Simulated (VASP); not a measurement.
Runs of VASP 6.6.1 on BN. Symmetry: P6_3mc, No. 186, hexagonal system. The conventional cell has a = 2.554 Å, b = 2.554 Å, c = 4.227 Å, α = 90.00°, β = 90.00°, γ = 120.00°. B (site symmetry 3m) is surrounded by 4 N at 1.57 to 1.58 Å. Around N (site symmetry 3m) lie 4 B at 1.57 to 1.58 Å. Measurements of this composition are mostly on another form, of space group No. 194.

```tsv
task	level	potentials or basis	cell	cutoff (eV)	gap on the mesh (eV)	pressure (GPa)	relaxed volume (Å³/atom)
relaxation of cell and atoms	LDA	VASP PAW LDA potentials, release 64 (B, N)	relaxed	600	4.91	0.0	(a)
relaxation of cell and atoms	PBEsol	VASP PAW PBE potentials, release 64 (B_s, N_s)	relaxed	480	4.96	0.0	(b)
relaxation of cell and atoms	PBEsol	VASP PAW PBE potentials, release 64 (B, N)	relaxed	600	4.95	0.0	5.88
single point	PBEsol	VASP PAW PBE potentials, release 64 (B, N)	as given	520	4.97	-5.4	-
relaxation of cell and atoms	PBEsol	VASP PAW PBE potentials, release 64 (B, N)	relaxed	580	4.95	0.0	5.88
```

Alike in all rows: no spin polarisation; k mesh 12 × 12 × 6; smearing gaussian 0.02 eV.

Q: Fill in the values left out.

A: (a) 5.76; (b) 5.89.

Caveats: the PAW data sets were made with another functional, which shifts forces and pressure a little (some runs).

A k mesh can miss the band edges.

Runs at the PBE level aren't shown here.
